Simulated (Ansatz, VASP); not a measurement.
# SiO2 in VASP and in Ansatz

POSCAR

```
SiO2
1.0
    4.1737098400      0.0000000000      0.0000000000
    0.0000000000      4.1737098400      0.0000000000
    0.0000000000      0.0000000000      2.6591486600
Si O
2 4
Direct
    0.0000000000      0.0000000000      0.0000000000
    0.5000000000      0.5000000000      0.5000000000
    0.3057000000      0.3057000000      0.0000000000
    0.1943000000      0.8057000000      0.5000000000
    0.6943000000      0.6943000000      0.0000000000
    0.8057000000      0.1943000000      0.5000000000
```

The input INCAR.step1:

```
SYSTEM = SiO2
ALGO = Normal ; EDIFF = 1E-4
ENCUT = 520 ; GGA = PE
ISMEAR = -1 ; LASPH = .TRUE.
LCHARG = .FALSE. ; LREAL = .FALSE.
LWAVE = .TRUE. ; NBANDS = 25
NELM = 100 ; PREC = Accurate
SIGMA = 0.1
```

Contents of INCAR.step2:

```
SYSTEM = SiO2
ALGO = Normal ; EDIFF = 1E-6
ENCUT = 520 ; ISIF = 2
ISMEAR = -1 ; ISTART = 1
LASPH = .TRUE. ; LCHARG = .FALSE.
LMIXTAU = .TRUE. ; LREAL = .FALSE.
LWAVE = .FALSE. ; METAGGA = R2SCAN
NBANDS = 25 ; NELM = 100
PREC = Accurate ; SIGMA = 0.1
```

The input KPOINTS:

```
k-points
0
G
  6 6 10
  0 0 0
```

Input for Ansatz:

```yaml
crystal:
  lattice:
    - [4.17370984, 0.0, 0.0]
    - [0.0, 4.17370984, 0.0]
    - [0.0, 0.0, 2.65914866]
  atoms:
    - { symbol: Si, position: [0.0, 0.0, 0.0] }
    - { symbol: Si, position: [0.5, 0.5, 0.5] }
    - { symbol: O, position: [0.3057, 0.3057, 0.0] }
    - { symbol: O, position: [0.1943, 0.8057, 0.5] }
    - { symbol: O, position: [0.6943, 0.6943, 0.0] }
    - { symbol: O, position: [0.8057, 0.1943, 0.5] }
  symmetry: { tolerance: 0.0003 }
kpoints:
  mp_grid: { grid: [6, 6, 10], shift: [0, 0, 0] }
  band_path:
    path:
      - [0.0, 0.0, 0.0]
      - [0.0, 0.5, 0.0]
      - [0.5, 0.5, 0.0]
      - [0.0, 0.0, 0.0]
      - [0.0, 0.0, 0.5]
      - [0.0, 0.5, 0.5]
      - [0.5, 0.5, 0.5]
      - [0.0, 0.0, 0.5]
      - [0.0, 0.5, 0.0]
      - [0.0, 0.5, 0.5]
      - [0.5, 0.5, 0.0]
    npoints: 6
magnetization:
  spin_polarized: false
scf:
  occupations: { method: fermi_dirac }
  lower_state_search: "off"
  max_iter: 200
hamiltonian:
  pseudopotentials: { kind: paw }
  xc: r2scan
basis:
  ecutwfc: 500
  fft_grid_basis: typed
output:
  forces: true
  stress: true
  eigenvalues: true
  bader: true
  populations: true
  elf: true
  write_potential: true
  volumetric_format: npy
  dos:
    e_range: [-12, 8]
    de: 0.05
    projected: { site_lists: { O: [O], Si: [Si] } }
checkpoint:
  read: saved_state
```

Alike in both runs: task single point; functional r2SCAN; k mesh 6 × 6 × 10; no spin polarisation.

```csv
,VASP,Ansatz
version,VASP 6.6.1,Ansatz 0.2.0
potentials or method,"VASP PAW PBE potentials, release 64 (Si, O)",PAW plane waves
plane-wave cutoff (eV),520,500
occupations,"fermi-dirac, width 0.1 eV",fermi-dirac
valence electrons in the cell,32,32
```

VASP gave:

```
gap on the k mesh at the Fermi level (eV)       : 6.67
pressure (GPa)                                  : 3.4
largest component of the traceless stress (GPa) : 1.57
rms of the force components (eV/Å)              : 0.000
```

**Question.** What did Ansatz give for the same quantities?

**Answer.** gap on the k mesh at the Fermi level (eV): 6.67; pressure (GPa): 3.0; largest component of the traceless stress (GPa): 0.96; rms of the force components (eV/Å): 0.011.

Atom by atom the forces differ by 0.010 eV/Å (rms over components).

Caveats: the PAW data sets were made with another functional, which shifts forces and pressure a little (VASP). A k mesh can miss the band edges. r2SCAN opens gaps a little over a GGA but as a rule still falls short of measured ones.
